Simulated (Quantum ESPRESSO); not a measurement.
The system is I.

```xyz
1
Lattice="0.0000 2.3656 3.9098 2.1922 0.0000 3.9098 2.1922 2.3656 0.0000" Properties=species:S:1:pos:R:3 pbc="T T T"
I     0.0000    0.0000    0.0000
```

```yaml
Program: Quantum ESPRESSO 7.5
Task: single point
Functional: PBEsol
Potentials_or_basis: GBRV 1.5 PBEsol
Cutoff: 612 eV
Density_cutoff: 4898 eV
k_mesh: 9 × 9 × 9
Occupations: fermi-dirac, width 0.05 eV
Spin: no spin polarisation
```

On this cell: pressure -1.4 GPa; band gap on the k mesh none (metal or under the smearing width).

The same run follows on a disturbed copy (cell strained at random at fixed volume):

```
CELL_PARAMETERS angstrom
0.04516 2.34955 3.89697
2.22281 0.04624 3.89432
2.26628 2.38544 0.00361
ATOMIC_POSITIONS crystal
I 0.00089 0.00585 0.00117
```

**Question.** What changes?

**Answer.** The energy (extrapolated to zero smearing) moves by -5.5 meV/atom; pressure -1.4 GPa; band gap on the k mesh none (metal or under the smearing width).

Stress tensor (GPa, compression positive):
```
-1.73  1.43  0.00
 1.43 -2.21 -0.01
 0.00 -0.01 -0.39
```

The energy falls, though the first cell shows no forces: that form is unstable against this distortion, unless noise or another electronic state is at work.

Caveats: an odd number of electrons without spin polarisation forces a metal; a magnetic or distorted state may lie lower.
